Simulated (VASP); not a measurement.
# BaTiO3 (P4mm) in VASP: notebook

Runs on BaTiO3. Level: PBE. Tasks: single point.

Program: VASP 6.6.1. These are calculated values, not measurements. Logs are shortened: lines on timing, memory, paths and dates and some standing lists are left out, and cuts for length are marked.

## Step 1: The undisturbed crystal

Symmetry: P4mm, No. 99, tetragonal system. Conventional cell: a = 4.000 Å, b = 4.000 Å, c = 4.018 Å, α = 90.00°, β = 90.00°, γ = 90.00°. Ba (site symmetry 4mm) is surrounded by 12 O at 2.79 to 2.88 Å. Around Ti (site symmetry 4mm) lie 6 O at 1.89 to 2.13 Å. Around O (site symmetry 2mm) lie 2 Ti at 2.00 Å. Around O (site symmetry 4mm) lie 2 Ti at 1.89 to 2.13 Å.

## Step 2: Single point, PBE

INCAR

```
ADDGRID = F
ALGO = Normal
EDIFF = 1E-7
ENCUT = 460
GGA = PE
ISIF = 2
ISMEAR = 0
LASPH = T
LCHARG = F
LREAL = F
LWAVE = F
NBANDS = 28
NELM = 100
PREC = Accurate
SIGMA = 0.05
```

KPOINTS

```
k-points
0
Gamma
  7 7 7
```

POSCAR

```
BaTiO3
1.0
    3.9998000000      0.0000000000      0.0000000000
    0.0000000000      3.9998000000      0.0000000000
    0.0000000000      0.0000000000      4.0180000000
Ba Ti O
1 1 3
Direct
    0.0050340000     -0.0151990000     -0.0081960000
    0.5109990000      0.5026790000      0.4796360000
   -0.0079330000      0.4990990000      0.5319510000
    0.5087000000     -0.0034200000      0.5100070000
    0.5274750000      0.4823970000      0.0100750000
```

Potentials or basis: VASP PAW PBE potentials, release 64 (Ba_sv, Ti_sv, O).

Command:

```console
> cat potpaw_PBE.64/Ba_sv/POTCAR potpaw_PBE.64/Ti_sv/POTCAR potpaw_PBE.64/O/POTCAR > POTCAR
> mpirun -np 1 vasp_std > vasp.out
```

OUTCAR:

```text
EDIFF = 1E-7
   ENCUT = 460
   GGA = PE
   ISIF = 2
   ISMEAR = 0
   LASPH = T
   LREAL = F
   NELM = 100
   PREC = Accurate

 Found    172 irreducible k-points:

 Following reciprocal coordinates:
            Coordinates               Weight
  0.000000  0.000000  0.000000      1.000000
  0.142857  0.000000  0.000000      2.000000
  0.000000  0.142857  0.000000      2.000000
  0.285714  0.000000  0.000000      2.000000
  0.000000  0.285714  0.000000      2.000000
  0.428571  0.000000  0.000000      2.000000
   k-points           NKPTS =    172   k-points in BZ     NKDIM =    172   number of bands    NBANDS=     28
   number of dos      NEDOS =    301   number of ions     NIONS =      5
   total plane-waves  NPLWV =  21952
   dimension x,y,z NGX =    28 NGY =   28 NGZ =   28
   dimension x,y,z NGXF=    56 NGYF=   56 NGZF=   56
   ions per type =               1   1   3
   NGX,Y,Z   is equivalent  to a cutoff of  11.64, 11.64, 11.59 a.u.
   NGXF,Y,Z  is equivalent  to a cutoff of  23.28, 23.28, 23.17 a.u.
 SYSTEM =  unknown system
   PREC   = accura    normal or accurate (medium, high low for compatibility)
   ISTART =      0    job   : 0-new  1-cont  2-samecut
   ICHARG =      2    charge: 1-file 2-atom 10-const
   ISPIN  =      1    spin polarized calculation?
   LNONCOLLINEAR =      F non collinear calculations
   LSORBIT =      F    spin-orbit coupling
   LASPH  =      T    aspherical Exc in radial PAW
   ENCUT  =  460.0 eV  33.81 Ry    5.81 a.u.   6.99  6.99  7.03*2*pi/ulx,y,z
   NELM   =    100;   NELMIN=  2; NELMDL= -5     # of ELM steps
   EDIFF  = 0.1E-06   stopping-criterion for ELM
   LREAL  =      F    real-space projection
   EDIFFG = 0.1E-05   stopping-criterion for IOM
   NSW    =      0    number of steps for IOM
   IBRION =     -1    ionic relax: 0-MD 1-quasi-New 2-CG
   NFREE  =      0    steps in history (QN), initial steepest desc. (CG)
   ISIF   =      2    stress and relaxation
   ISYM   =      2    0-nonsym 1-usesym 2-fastsym
   POTIM  = 0.5000    time-step for ionic-motion
   TEBEG  =    0.0;   TEEND  =   0.0 temperature during run
   PSTRESS=    0.0 pullay stress
   NELECT =      40.0000    total number of electrons
   NUPDOWN=      -1.0000    fix difference up-down
   EMIN   =  10.00;   EMAX   =-10.00  energy-range for DOS
   EFERMI =   0.00;   METHOD = LEGACY
   ISMEAR =     0;   SIGMA  =   0.05  broadening in eV -4-tet -1-fermi 0-gaus
   EFERMI_NEDOS =   21; number of points for ismear=-14 and -15
   IALGO  =     38    algorithm
   IMIX   =      4    mixing-type and parameters
     AMIX     =   0.40;   BMIX     =  1.00
     AMIX_MAG =   1.60;   BMIX_MAG =  1.00
  volume/ion in A,a.u.               =      12.86        86.76
  Fermi-wavevector in a.u.,A,eV,Ry     =   1.397653  2.641181 26.578078  1.953434
  Thomas-Fermi vector in A             =   2.520888
   LORBIT       =      0    0 simple, 1 ext, 2 COOP (PROOUT), +10 PAW based schemes
   GGA     = PE    functional components
   LHFCALC =     F    Hartree Fock is set to
   AEXX    =    0.0000 exact exchange contribution
   IVDW    =     0    specifies the selected vdW correction
   LEPSILON=     F    determine dielectric tensor
   LRPA    =     F    only Hartree local field effects (RPA)
 non-spin polarized calculation
 Gauss-broadening in eV      SIGMA  =   0.05
  energy-cutoff  :      460.00
  volume of cell :       64.28
 maximum number of plane-waves:      1453
   NGX = 13   NGY = 13   NGZ = 15

 number of electron      39.9999995 magnetization

 Free energy of the ion-electron system (eV)
  ---------------------------------------------------
  ext. energy  EPLUGINS =         0.00000000
  ---------------------------------------------------
  free energy    TOTEN  =       -39.88385010 eV

  energy without entropy =      -39.88385010  energy(sigma->0) =      -39.88385010

 E-fermi :   4.0319     XC(G=0): -11.2384

 val. band max:        3.7405022899   @ k =  -0.4286   0.4286   0.4286
 cond. band min:       5.6939470062   @ k =   0.0000   0.0000   0.0000
 fundamental gap:      1.9534447163
 Fermi energy:         4.0318716662

 k-point     1 :       0.0000    0.0000    0.0000
  band No.  band energies     occupation
      1     -52.7277      2.00000
      2     -28.9698      2.00000
      3     -28.9540      2.00000
      4     -28.9421      2.00000
      5     -21.0029      2.00000
      6     -13.0791      2.00000
      7     -12.4059      2.00000
      8     -12.3621      2.00000
      9      -6.1859      2.00000
     10      -6.1750      2.00000
     11      -6.1706      2.00000
     12       1.3974      2.00000
     13       1.5037      2.00000
     14       1.5427      2.00000
     15       2.5589      2.00000
     16       2.5852      2.00000
     17       2.6394      2.00000
     18       3.3961      2.00000
     19       3.4853      2.00000
     20       3.5397      2.00000
     21       5.6939      0.00000
     22       5.9386      0.00000
     23       6.1293      0.00000
     24       7.8818      0.00000
     25       8.0098      0.00000
     26       8.8608      0.00000
     27       8.9585      0.00000
     28      11.0779      0.00000

 k-point     2 :       0.1429    0.0000    0.0000
  band No.  band energies     occupation
      1     -52.7276      2.00000
      2     -28.9698      2.00000
      3     -28.9634      2.00000
      4     -28.9417      2.00000
      5     -20.9808      2.00000
      6     -13.0946      2.00000
      7     -12.4003      2.00000
      8     -12.3475      2.00000
      9      -6.1568      2.00000
     10      -6.1399      2.00000
     11      -6.0964      2.00000
     12       1.1147      2.00000
     13       1.4213      2.00000
     14       1.4737      2.00000
     15       2.3420      2.00000
     16       2.4067      2.00000
     17       2.4815      2.00000
     18       3.0549      2.00000
     19       3.3692      2.00000
     20       3.4819      2.00000
     21       5.9138      0.00000
     22       6.0961      0.00000
     23       6.2143      0.00000
     24       7.9449      0.00000
     25       8.4708      0.00000
     26       9.2511      0.00000
     27       9.3303      0.00000
     28      11.5519      0.00000

 k-point     3 :       0.0000    0.1429    0.0000
  band No.  band energies     occupation
      1     -52.7276      2.00000
      2     -28.9694      2.00000
      3     -28.9536      2.00000
      4     -28.9520      2.00000
      5     -20.9804      2.00000
      6     -13.0986      2.00000
      7     -12.3937      2.00000
      8     -12.3468      2.00000
      9      -6.1663      2.00000
     10      -6.1446      2.00000
     11      -6.0827      2.00000
     12       1.1777      2.00000
     13       1.3569      2.00000
     14       1.4642      2.00000
     15       2.3117      2.00000
     16       2.3895      2.00000
     17       2.5584      2.00000
     18       3.0585      2.00000
     19       3.2490      2.00000
     20       3.4627      2.00000
     21       6.0591      0.00000
     22       6.1041      0.00000
     23       6.2189      0.00000
     24       8.0014      0.00000
     25       8.4176      0.00000
     26       9.2249      0.00000
     27       9.3173      0.00000
     28      11.5520      0.00000

 k-point     4 :       0.2857    0.0000    0.0000
  band No.  band energies     occupation
      1     -52.7272      2.00000
      2     -28.9858      2.00000
      3     -28.9682      2.00000
      4     -28.9409      2.00000
      5     -20.9304      2.00000
      6     -13.1863      2.00000
      7     -12.3812      2.00000
      8     -12.2522      2.00000
      9      -6.0852      2.00000
     10      -6.0679      2.00000
     11      -5.9267      2.00000
     12       0.4624      2.00000
     13       1.2604      2.00000
     14       1.2775      2.00000
     15       1.9975      2.00000
     16       2.0751      2.00000
     17       2.2060      2.00000
     18       2.4953      2.00000
     19       3.0853      2.00000
     20       3.2262      2.00000
     21       6.0021      0.00000
     22       6.7140      0.00000
     23       6.7696      0.00000
     24       7.9448      0.00000
     25       9.1943      0.00000
     26      10.1436      0.00000
     27      10.2618      0.00000
     28      12.2176      0.00000

 k-point     5 :       0.0000    0.2857    0.0000
  band No.  band energies     occupation
      1     -52.7272      2.00000
      2     -28.9746      2.00000
      3     -28.9683      2.00000
      4     -28.9528      2.00000
      5     -20.9290      2.00000
      6     -13.2012      2.00000
      7     -12.3656      2.00000
      8     -12.2403      2.00000
      9      -6.0927      2.00000
     10      -6.0797      2.00000
     11      -5.9100      2.00000
     12       0.4816      2.00000
     13       1.1837      2.00000
     14       1.2590      2.00000
     15       1.9854      2.00000
     16       2.0584      2.00000
     17       2.2835      2.00000
     18       2.4588      2.00000
     19       2.9641      2.00000
     20       3.1964      2.00000
     21       6.1866      0.00000
     22       6.7681      0.00000
     23       6.8123      0.00000
     24       8.0025      0.00000
     25       9.2110      0.00000
     26      10.0683      0.00000
     27      10.2310      0.00000
     28      12.1458      0.00000

 k-point     6 :       0.4286    0.0000    0.0000
  band No.  band energies     occupation
      1     -52.7269      2.00000
      2     -29.0030      2.00000
      3     -28.9676      2.00000
      4     -28.9402      2.00000
      5     -20.8890      2.00000
      6     -13.2924      2.00000
      7     -12.3671      2.00000
      8     -12.1295      2.00000
      9      -6.0252      2.00000
     10      -6.0074      2.00000
     11      -5.7928      2.00000
     12      -0.0218      2.00000
     13       1.0622      2.00000
     14       1.0974      2.00000
     15       1.7409      2.00000
     16       1.8155      2.00000
     17       2.0819      2.00000
     18       2.1990      2.00000
     19       2.8823      2.00000
     20       3.0463      2.00000
     21       6.0604      0.00000
     22       7.2100      0.00000
     23       7.2565      0.00000
     24       7.9320      0.00000
     25       9.5465      0.00000
     26      10.8483      0.00000
     27      11.2413      0.00000
     28      12.1380      0.00000

 [... further k-points ...]

------------------------ aborting loop because EDIFF is reached ----------------------------------------

  FORCE on cell =-STRESS in cart. coord.  units (eV):
  Direction    XX          YY          ZZ          XY          YZ          ZX
  --------------------------------------------------------------------------------------
  -------------------------------------------------------------------------------------
  Total        1.4453967      1.5265398      1.8651857      0.0440463     -0.0282441     -0.0556925
  in kB       36.0255947     38.0480344     46.4885684      1.0978268     -0.7039664     -1.3880995
  external PRESSURE =      40.1873992 kB  Pullay stress =       0.0000000 kB

 VOLUME and BASIS-vectors are now :
 -----------------------------------------------------------------------------
  energy-cutoff  :      460.00
  volume of cell :       64.28
      direct lattice vectors                 reciprocal lattice vectors
     3.999800000  0.000000000  0.000000000     0.250012501  0.000000000  0.000000000
     0.000000000  3.999800000  0.000000000     0.000000000  0.250012501  0.000000000
     0.000000000  0.000000000  4.018000000     0.000000000  0.000000000  0.248880040

 POSITION                                       TOTAL-FORCE (eV/Angst)
 -----------------------------------------------------------------------------------
      0.02013      3.93901      3.98507         0.135501      0.362063      0.147539
      2.04389      2.01062      1.92718         0.296580     -0.207761      0.070605
      3.96807      1.99630      2.13738         0.645743     -0.073365     -0.689806
      2.03470      3.98612      2.04921        -0.351636     -0.363095     -0.231661
      2.10979      1.92949      0.04048        -0.726188      0.282158      0.703322
 -----------------------------------------------------------------------------------
    total drift:                                0.000268      0.000145     -0.000040

  FREE ENERGIE OF THE ION-ELECTRON SYSTEM (eV)
  ---------------------------------------------------
  free  energy   TOTEN  =       -39.8838501028 eV

  energy  without entropy=      -39.8838501028  energy(sigma->0) =      -39.88385010
```

It took 2.8 min on 1 thread of Intel Xeon Platinum 8488C (Sapphire Rapids), shared host; peak memory 0.34 GiB.

These settings aren't checked as converged: the numbers below hold their error.

Results:

```yaml
Free_energy: -39.8839 eV
Pressure: 4.0 GPa
Largest_force: 1.050 eV/Å
Band_gap_on_the_k_mesh: 1.95 eV, indirect (least direct gap 2.15 eV)
```

Caveat: the cutoff is under 1.25 times the usual one of these potentials, so pressure, stress and relaxed cells hold a basis-set (Pulay) error; spin-orbit coupling is left out, which moves the levels of the heavy elements; an odd mesh through Γ misses points on the zone boundary, where band edges often lie.

## Step 3: Single point, PBE

INCAR

```
ADDGRID = F
ALGO = Normal
EDIFF = 1E-7
ENCUT = 520
GGA = PE
ISIF = 2
ISMEAR = 0
LASPH = T
LCHARG = F
LREAL = F
LWAVE = F
NBANDS = 28
NELM = 100
PREC = Low
SIGMA = 0.05
```

KPOINTS is that of step 2.

POSCAR is that of step 2.

Potentials or basis: VASP PAW PBE potentials, release 64 (Ba_sv, Ti_sv, O).

Command:

```console
> cat potpaw_PBE.64/Ba_sv/POTCAR potpaw_PBE.64/Ti_sv/POTCAR potpaw_PBE.64/O/POTCAR > POTCAR
> mpirun -np 1 vasp_std > vasp.out
```

OUTCAR:

```text
EDIFF = 1E-7
   ENCUT = 520
   GGA = PE
   ISIF = 2
   ISMEAR = 0
   LASPH = T
   LREAL = F
   NELM = 100
   PREC = Low

 Found    172 irreducible k-points:

 Following reciprocal coordinates:
            Coordinates               Weight
  0.000000  0.000000  0.000000      1.000000
  0.142857  0.000000  0.000000      2.000000
  0.000000  0.142857  0.000000      2.000000
  0.285714  0.000000  0.000000      2.000000
  0.000000  0.285714  0.000000      2.000000
  0.428571  0.000000  0.000000      2.000000
   k-points           NKPTS =    172   k-points in BZ     NKDIM =    172   number of bands    NBANDS=     28
   number of dos      NEDOS =    301   number of ions     NIONS =      5
   total plane-waves  NPLWV =  13824
   dimension x,y,z NGX =    24 NGY =   24 NGZ =   24
   dimension x,y,z NGXF=    24 NGYF=   24 NGZF=   24
   ions per type =               1   1   3
   NGX,Y,Z   is equivalent  to a cutoff of   9.98,  9.98,  9.93 a.u.
   NGXF,Y,Z  is equivalent  to a cutoff of   9.98,  9.98,  9.93 a.u.
 SYSTEM =  unknown system
   PREC   = low       normal or accurate (medium, high low for compatibility)
   ISTART =      0    job   : 0-new  1-cont  2-samecut
   ICHARG =      2    charge: 1-file 2-atom 10-const
   ISPIN  =      1    spin polarized calculation?
[... 58 lines left out ...]
 fundamental gap:      1.9526526510
 Fermi energy:         4.0616739681

 k-point     1 :       0.0000    0.0000    0.0000
  band No.  band energies     occupation
      1     -52.7286      2.00000
      2     -28.9685      2.00000
      3     -28.9534      2.00000
      4     -28.9422      2.00000
      5     -21.0027      2.00000
      6     -13.0795      2.00000
[... 175 lines left out ...]
     27      11.2416      0.00000
     28      12.1373      0.00000

 [... further k-points ...]

------------------------ aborting loop because EDIFF is reached ----------------------------------------

  FORCE on cell =-STRESS in cart. coord.  units (eV):
  Direction    XX          YY          ZZ          XY          YZ          ZX
  --------------------------------------------------------------------------------------
  -------------------------------------------------------------------------------------
  Total        1.7581351      1.8371463      2.1949377      0.0452963     -0.0320819     -0.0572550
  in kB       43.8203994     45.7897055     54.7074288      1.1289806     -0.7996211     -1.4270437
  external PRESSURE =      48.1058446 kB  Pullay stress =       0.0000000 kB

 VOLUME and BASIS-vectors are now :
 -----------------------------------------------------------------------------
  energy-cutoff  :      520.00
  volume of cell :       64.28
      direct lattice vectors                 reciprocal lattice vectors
     3.999800000  0.000000000  0.000000000     0.250012501  0.000000000  0.000000000
     0.000000000  3.999800000  0.000000000     0.000000000  0.250012501  0.000000000
     0.000000000  0.000000000  4.018000000     0.000000000  0.000000000  0.248880040

 POSITION                                       TOTAL-FORCE (eV/Angst)
 -----------------------------------------------------------------------------------
      0.02013      3.93901      3.98507         0.139006      0.358404      0.146238
      2.04389      2.01062      1.92718         0.278020     -0.217386      0.073159
      3.96807      1.99630      2.13738         0.662910     -0.073030     -0.670981
      2.03470      3.98612      2.04921        -0.366687     -0.356609     -0.244751
      2.10979      1.92949      0.04048        -0.713248      0.288621      0.696334
 -----------------------------------------------------------------------------------
    total drift:                               -0.008117      0.005104     -0.011710

  FREE ENERGIE OF THE ION-ELECTRON SYSTEM (eV)
  ---------------------------------------------------
  free  energy   TOTEN  =       -39.8817913183 eV

  energy  without entropy=      -39.8817913183  energy(sigma->0) =      -39.88179132
```

OSZICAR:

```text
N       E                     dE             d eps       ncg     rms          rms(c)
DAV:   1     0.439312920939E+03    0.43931E+03   -0.20956E+04  9632   0.155E+03
DAV:   2    -0.378352248490E+01   -0.44310E+03   -0.42127E+03 11108   0.429E+02
DAV:   3    -0.485177795813E+02   -0.44734E+02   -0.44305E+02 13248   0.135E+02
DAV:   4    -0.507457316961E+02   -0.22280E+01   -0.22232E+01 14744   0.255E+01
DAV:   5    -0.508123942610E+02   -0.66663E-01   -0.66652E-01 13016   0.345E+00    0.232E+01
DAV:   6    -0.401005609008E+02    0.10712E+02   -0.57190E+01 14420   0.675E+01    0.101E+01
DAV:   7    -0.400639111736E+02    0.36650E-01   -0.10844E+01 13096   0.242E+01    0.691E+00
DAV:   8    -0.398774037029E+02    0.18651E+00   -0.62462E-01 11896   0.717E+00    0.363E+00
DAV:   9    -0.399143014853E+02   -0.36898E-01   -0.39148E-01 14132   0.542E+00    0.168E+00
DAV:  10    -0.398859816212E+02    0.28320E-01   -0.18338E-01 11480   0.435E+00    0.565E-01
DAV:  11    -0.398818624190E+02    0.41192E-02   -0.15724E-02 11972   0.778E-01    0.139E-01
DAV:  12    -0.398818282677E+02    0.34151E-04   -0.98872E-04 11252   0.212E-01    0.534E-02
DAV:  13    -0.398817874919E+02    0.40776E-04   -0.26800E-04 11480   0.173E-01    0.239E-02
DAV:  14    -0.398817934039E+02   -0.59120E-05   -0.61409E-05 13772   0.589E-02    0.156E-02
DAV:  15    -0.398817917520E+02    0.16519E-05   -0.20438E-05 12428   0.444E-02    0.792E-03
DAV:  16    -0.398817913456E+02    0.40645E-06   -0.23347E-06 11336   0.155E-02    0.101E-03
DAV:  17    -0.398817913183E+02    0.27248E-07   -0.20357E-07  9512   0.437E-03
   1 F= -.39881791E+02 E0= -.39881791E+02  d E =-.555951E-21
```

stdout:

```text
POSCAR found type information on POSCAR BaTiO
 POSCAR found :  3 types and       5 ions
 scaLAPACK will be used
 LDA part: xc-table for (Slater+PW92), standard interpolation
 POSCAR, INCAR and KPOINTS ok, starting setup
 FFT: planning ... GRIDC
 FFT: planning ... GRID_SOFT
 FFT: planning ... GRID
 WAVECAR not read
 entering main loop
```

Run time: 2.1 min. Hardware: 1 thread of Intel Xeon Platinum 8488C (Sapphire Rapids), shared host; peak memory 0.35 GiB.

These settings aren't checked as converged: the numbers below hold their error.

Results:

```yaml
Free_energy: -39.8818 eV
Pressure: 4.8 GPa
Largest_force: 1.038 eV/Å
Band_gap_on_the_k_mesh: 1.95 eV, indirect (least direct gap 2.15 eV)
```

Caveat: spin-orbit coupling is left out, which moves the levels of the heavy elements; an odd mesh through Γ misses points on the zone boundary, where band edges often lie.

## Step 4: For comparison

An earlier run on the cell as given: functional PBEsol; potentials or basis VASP PAW PBE potentials, release 64 (Ba_sv, Ti_sv, O); cutoff 520 eV; k mesh 7 × 7 × 7; occupations fermi-dirac, width 0.05 eV; no spin polarisation.

- Pressure: -2.0 GPa
- Largest force: 0.323 eV/Å
- Band gap on the k mesh: 1.82 eV, indirect (least direct gap 2.02 eV)
